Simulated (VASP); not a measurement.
# Br (Immm) in VASP: notebook

Runs on Br. Level: r2SCAN. Tasks: single point.

All numbers are computed with VASP 6.6.1; they aren't measurements. Logs are shortened: lines on timing, memory, paths and dates and some standing lists are left out, and cuts for length are marked.

## (1) Starting point

The structure is orthorhombic, space group Immm (No. 71). Conventional cell: a = 2.574 Å, b = 3.440 Å, c = 7.156 Å, α = 90.00°, β = 90.00°, γ = 90.00°. Br (site symmetry mmm) is surrounded by 2 Br at 2.57 Å.

## (2) Single point, r2SCAN

INCAR

```
SYSTEM = Br
PREC = Accurate ; ENCUT = 700
EDIFF = 1E-6 ; ISMEAR = 0
SIGMA = 0.05 ; LREAL = .False.
LASPH = .True. ; NELM = 100
ALGO = Normal ; ISIF = 2
LWAVE = .False. ; LCHARG = .False.
METAGGA = R2SCAN ; LMIXTAU = .True.
NBANDS = 10 ; ADDGRID = .False.
```

KPOINTS

```
regular mesh
0
Gamma
  4 4 4
  0 0 0
```

POSCAR

```
Br
1.0
   -1.2867684050      1.7199972000      3.5779911600
    1.2867684050     -1.7199972000      3.5779911600
    1.2867684050      1.7199972000     -3.5779911600
Br
1
Direct
    0.0000000000      0.0000000000      0.0000000000
```

Potentials or basis: VASP PAW PBE potentials, release 64 (Br).

Launch:

```sh
$ cat potpaw_PBE.64/Br/POTCAR > POTCAR
$ mpirun -np 1 vasp_std > vasp.out
```

OUTCAR:

```text
SYSTEM = Br
   PREC = Accurate
   ENCUT = 700
   EDIFF = 1E-6
   ISMEAR = 0
   LREAL = .False.
   LASPH = .True.
   NELM = 100
   ISIF = 2
   METAGGA = R2SCAN

 Found     18 irreducible k-points:

 Following reciprocal coordinates:
            Coordinates               Weight
  0.000000  0.000000  0.000000      1.000000
  0.250000  0.000000 -0.000000      4.000000
  0.500000  0.000000 -0.000000      2.000000
  0.000000  0.250000 -0.000000      4.000000
  0.250000  0.250000 -0.000000      8.000000
  0.500000  0.250000  0.000000      8.000000
   k-points           NKPTS =     18   k-points in BZ     NKDIM =     18   number of bands    NBANDS=     10
   number of dos      NEDOS =    301   number of ions     NIONS =      1
   total plane-waves  NPLWV =  46656
   dimension x,y,z NGX =    36 NGY =   36 NGZ =   36
   dimension x,y,z NGXF=    72 NGYF=   72 NGZF=   72
   ions per type =               1
   NGX,Y,Z   is equivalent  to a cutoff of  14.34, 14.34, 14.34 a.u.
   NGXF,Y,Z  is equivalent  to a cutoff of  28.68, 28.68, 28.68 a.u.
 SYSTEM =  Br
   PREC   = accura    normal or accurate (medium, high low for compatibility)
   ISTART =      0    job   : 0-new  1-cont  2-samecut
   ICHARG =      2    charge: 1-file 2-atom 10-const
   ISPIN  =      1    spin polarized calculation?
   LNONCOLLINEAR =      F non collinear calculations
   LSORBIT =      F    spin-orbit coupling
   LASPH  =      T    aspherical Exc in radial PAW
   ENCUT  =  700.0 eV  51.45 Ry    7.17 a.u.   9.00  9.00  9.00*2*pi/ulx,y,z
   NELM   =    100;   NELMIN=  2; NELMDL= -5     # of ELM steps
   EDIFF  = 0.1E-05   stopping-criterion for ELM
   LREAL  =      F    real-space projection
   EDIFFG = 0.1E-04   stopping-criterion for IOM
   NSW    =      0    number of steps for IOM
   IBRION =     -1    ionic relax: 0-MD 1-quasi-New 2-CG
   NFREE  =      0    steps in history (QN), initial steepest desc. (CG)
   ISIF   =      2    stress and relaxation
   ISYM   =      2    0-nonsym 1-usesym 2-fastsym
   POTIM  = 0.5000    time-step for ionic-motion
   TEBEG  =    0.0;   TEEND  =   0.0 temperature during run
   PSTRESS=    0.0 pullay stress
   NELECT =       7.0000    total number of electrons
   NUPDOWN=      -1.0000    fix difference up-down
   EMIN   =  10.00;   EMAX   =-10.00  energy-range for DOS
   EFERMI =   0.00;   METHOD = LEGACY
   ISMEAR =     0;   SIGMA  =   0.05  broadening in eV -4-tet -1-fermi 0-gaus
   EFERMI_NEDOS =   21; number of points for ismear=-14 and -15
   IALGO  =     38    algorithm
   IMIX   =      4    mixing-type and parameters
     AMIX     =   0.40;   BMIX     =  1.00
     AMIX_MAG =   1.60;   BMIX_MAG =  1.00
  volume/ion in A,a.u.               =      31.68       213.76
  Fermi-wavevector in a.u.,A,eV,Ry     =   0.989764  1.870383 13.328717  0.979633
  Thomas-Fermi vector in A             =   2.121386
   LORBIT       =      0    0 simple, 1 ext, 2 COOP (PROOUT), +10 PAW based schemes
   METAGGA = R2SCAN    functional components
   LHFCALC =     F    Hartree Fock is set to
   AEXX    =    0.0000 exact exchange contribution
   IVDW    =     0    specifies the selected vdW correction
   LEPSILON=     F    determine dielectric tensor
   LRPA    =     F    only Hartree local field effects (RPA)
 non-spin polarized calculation
 Gauss-broadening in eV      SIGMA  =   0.05
  energy-cutoff  :      700.00
  volume of cell :       31.68
 maximum number of plane-waves:      1354
   NGX = 17   NGY = 17   NGZ = 17

 number of electron       7.0000000 magnetization

 Free energy of the ion-electron system (eV)
  ---------------------------------------------------
  ext. energy  EPLUGINS =         0.00000000
  ---------------------------------------------------
  free energy    TOTEN  =       -13.02209153 eV

  energy without entropy =      -13.01703578  energy(sigma->0) =      -13.01956366

 E-fermi :  -0.5148     XC(G=0):  -8.6387

 val. band max:       -0.5231750599   @ k =   0.2500   0.5000   0.0000
 cond. band min:      -0.4090416325   @ k =   0.0000   0.2500  -0.0000
 fundamental gap:      0.1141334274
 Fermi energy:        -0.5147590764

 k-point     1 :       0.0000    0.0000    0.0000
  band No.  band energies     occupation
      1     -16.3962      2.00000
      2      -2.1768      2.00000
      3      -1.2645      2.00000
      4       4.3749      0.00000
      5       5.8131      0.00000
      6       9.8299      0.00000
      7      12.5615      0.00000
      8      13.9308      0.00000
      9      15.0903      0.00000
     10      20.9352      0.00000

 k-point     2 :       0.2500    0.0000   -0.0000
  band No.  band energies     occupation
      1     -16.1552      2.00000
      2      -3.0907      2.00000
      3      -2.3130      2.00000
      4       4.4545      0.00000
      5       7.3355      0.00000
      6      10.0813      0.00000
      7      12.7044      0.00000
      8      14.1200      0.00000
      9      20.8922      0.00000
     10      21.4982      0.00000

 k-point     3 :       0.5000    0.0000   -0.0000
  band No.  band energies     occupation
      1     -15.8902      2.00000
      2      -4.3715      2.00000
      3      -2.5191      2.00000
      4       4.5371      0.00000
      5       6.7995      0.00000
      6      13.0726      0.00000
      7      14.0079      0.00000
      8      15.6662      0.00000
      9      18.9474      0.00000
     10      20.7303      0.00000

 k-point     4 :       0.0000    0.2500   -0.0000
  band No.  band energies     occupation
      1     -15.2128      2.00000
      2      -1.7082      2.00000
      3      -1.4631      2.00000
      4      -0.4090      0.00279
      5       7.7131      0.00000
      6      10.7954      0.00000
      7      12.8846      0.00000
      8      14.1841      0.00000
      9      16.3686      0.00000
     10      17.3194      0.00000

 k-point     5 :       0.2500    0.2500   -0.0000
  band No.  band energies     occupation
      1     -14.9551      2.00000
      2      -2.3151      2.00000
      3      -1.6858      2.00000
      4      -1.4297      2.00000
      5       9.0653      0.00000
      6      11.3716      0.00000
      7      13.1915      0.00000
      8      14.8528      0.00000
      9      15.8612      0.00000
     10      19.4813      0.00000

 k-point     6 :       0.5000    0.2500    0.0000
  band No.  band energies     occupation
      1     -14.7498      2.00000
      2      -3.2424      2.00000
      3      -1.6438      2.00000
      4      -1.2864      2.00000
      5       8.6203      0.00000
      6      10.9090      0.00000
      7      12.8745      0.00000
      8      15.2387      0.00000
      9      18.4328      0.00000
     10      21.1681      0.00000

 [... further k-points ...]

------------------------ aborting loop because EDIFF is reached ----------------------------------------

  FORCE on cell =-STRESS in cart. coord.  units (eV):
  Direction    XX          YY          ZZ          XY          YZ          ZX
  --------------------------------------------------------------------------------------
  -------------------------------------------------------------------------------------
  Total        2.2171442     -0.7584808     -0.0045834      0.0000000      0.0000000      0.0000000
  in kB      112.1442812    -38.3643433     -0.2318309      0.0000000      0.0000000      0.0000000
  external PRESSURE =      24.5160356 kB  Pullay stress =       0.0000000 kB

 VOLUME and BASIS-vectors are now :
 -----------------------------------------------------------------------------
  energy-cutoff  :      700.00
  volume of cell :       31.68
      direct lattice vectors                 reciprocal lattice vectors
    -1.286768405  1.719997200  3.577991160     0.000000000  0.290698148  0.139743218
     1.286768405 -1.719997200  3.577991160     0.388570312  0.000000000  0.139743218
     1.286768405  1.719997200 -3.577991160     0.388570312  0.290698148  0.000000000

 POSITION                                       TOTAL-FORCE (eV/Angst)
 -----------------------------------------------------------------------------------
      0.00000      0.00000      0.00000         0.000000     -0.000000     -0.000000
 -----------------------------------------------------------------------------------
    total drift:                                0.000000      0.000000      0.000000

  FREE ENERGIE OF THE ION-ELECTRON SYSTEM (eV)
  ---------------------------------------------------
  free  energy   TOTEN  =       -13.0220915314 eV

  energy  without entropy=      -13.0170357843  energy(sigma->0) =      -13.01956366
```

It took 46 s on 1 thread of Intel Xeon Platinum 8375C at 2.90GHz (Ice Lake), shared host; peak memory 0.2 GiB.

The run converged, but some of its settings lie outside the range that counts as converged, so its numbers aren't taken as properties of the crystal.

What came out:

```yaml
Free_energy: -13.0221 eV
Pressure: 2.5 GPa
Band_gap_on_the_k_mesh: none (metal or under the smearing width)
```

Caveat: the k mesh is coarse (spacing up to 0.76 Å⁻¹), so the values aren't converged; the PAW data sets were made with another functional, which shifts forces and pressure a little; an odd number of electrons without spin polarisation forces a metal; a magnetic or distorted state may lie lower.

## (3) Single point, r2SCAN

Changes to INCAR since step 2:

```diff
@@ -1,3 +1,3 @@
 SYSTEM = Br
-PREC = Accurate ; ENCUT = 700
+PREC = Accurate ; ENCUT = 450
 EDIFF = 1E-6 ; ISMEAR = 0
```

KPOINTS

```
regular mesh
0
Gamma
  5 5 5
  0 0 0
```

POSCAR is that of step 2.

Potentials or basis: VASP PAW PBE potentials, release 64 (Br).

Launch:

```sh
$ cat potpaw_PBE.64/Br/POTCAR > POTCAR
$ mpirun -np 1 vasp_std > vasp.out
```

It took 43 s on 1 thread of Intel Xeon Platinum 8375C at 2.90GHz (Ice Lake), shared host; peak memory 0.16 GiB.

These settings aren't checked as converged: the numbers below hold their error.

What came out:

```yaml
Free_energy: -12.7615 eV
Pressure: 1.6 GPa
Band_gap_on_the_k_mesh: none (metal or under the smearing width)
```

Caveat: the k mesh is coarse (spacing up to 0.61 Å⁻¹), so the values aren't converged; the PAW data sets were made with another functional, which shifts forces and pressure a little; an odd number of electrons without spin polarisation forces a metal; a magnetic or distorted state may lie lower.

(Continued in part 2 of 2.)
